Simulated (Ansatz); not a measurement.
ZnCu:

```
CELL_PARAMETERS angstrom
2.94500 0.00000 0.00000
0.00000 2.94500 0.00000
0.00000 0.00000 2.94500
ATOMIC_POSITIONS crystal
Zn 0.50000 0.50000 0.50000
Cu 0.00000 0.00000 0.00000
```

Base run:

| Property | Result |
| --- | --- |
| Program | Ansatz 0.2.0 |
| Functional | PBE |
| Potentials or basis | JTH PAW |
| Cutoff | 1350 eV |
| Density cutoff | 8100 eV |
| k mesh | 9 × 9 × 9 |
| Occupations | fermi-dirac, width 0.05 eV |
| Spin | no spin polarisation |

Its results: band gap on the k mesh none (metal or under the smearing width); pressure 2.4 GPa.

Question: The run is repeated on the same cell with these changes: potentials or basis from JTH PAW to SPMS NC; cutoff from 1350 eV to 952 eV; density cutoff from 8100 eV to 3810 eV; valence electrons from 31 to 39. What comes out?

Answer: Band gap on the k mesh none (metal or under the smearing width); pressure 2.8 GPa.

Not every run made on this cell is shown here.
